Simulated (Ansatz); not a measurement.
Relaxation path: Ta (beta tin type)

DFT, PBE, PAW with Ansatz's default frozen-core files, scalar-relativistic (Ansatz 0.2.0); a Γ-centred 17×17×17 k mesh, Fermi–Dirac smearing of 0.1 eV, no spin polarisation. The run relaxes shape and atoms at held volume.

Command: `ansatz run input.yaml --threads 1 --pin off --max-ram 2048MiB --backend cpu --events-out ev --progress --plain --runs-dir out` It took 49 s on 1 thread of Arm Neoverse V1 (shared host), peak memory 0.45 GiB.

PAW: frozen-core files, cutoff 420 eV; forces are relaxed below 0.005 eV/Å.

Each step lists its free energy a cell above the last geometry, the pressure, the cell vectors (Å), and Cartesian positions (Å) with forces (eV/Å).

The first step:

```
step 1  dF = 18.43 meV  P = 128.2 GPa
  cell -2.3253 2.3253 1.2377  2.3253 -2.3253 1.2377  2.3253 2.3253 -1.2377
  Ta 0.0000 -1.1627 -0.3094   0.0000 0.0000 0.0000
  Ta 0.0000 1.1627 0.3094   0.0000 0.0000 0.0000
```

Spin–orbit coupling is left out, which matters for the heavy atoms.

Where does the relaxation end, and by which steps?

After 3 geometries, with conventional a, b, c = 4.614, 4.614, 2.515 Å, at 13.385 Å³/atom and 127.7 GPa in space group I4_1/amd, with a shortest distance of 2.391 Å. The further steps:
```
step 2  dF = 0.21 meV  P = 127.6 GPa
  cell -2.3049 2.3049 1.2598  2.3049 -2.3049 1.2598  2.3049 2.3049 -1.2598
  Ta 0.0000 -1.1524 -0.3149   0.0000 0.0000 0.0000
  Ta 0.0000 1.1524 0.3149   0.0000 0.0000 0.0000
step 3  dF = 0.00 meV  P = 127.7 GPa
  cell -2.3068 2.3068 1.2577  2.3068 -2.3068 1.2577  2.3068 2.3068 -1.2577
  Ta 0.0000 -1.1534 -0.3144   0.0000 0.0000 0.0000
  Ta 0.0000 1.1534 0.3144   0.0000 0.0000 0.0000
step 4  dF = -0.09 meV  P = 127.7 GPa  (same geometry on a basis chosen anew; earlier energies don't compare to the last digit)
  cell -2.3068 2.3068 1.2577  2.3068 -2.3068 1.2577  2.3068 2.3068 -1.2577
  Ta 0.0000 -1.1534 -0.3144   0.0000 0.0000 0.0000
  Ta 0.0000 1.1534 0.3144   0.0000 0.0000 0.0000
```
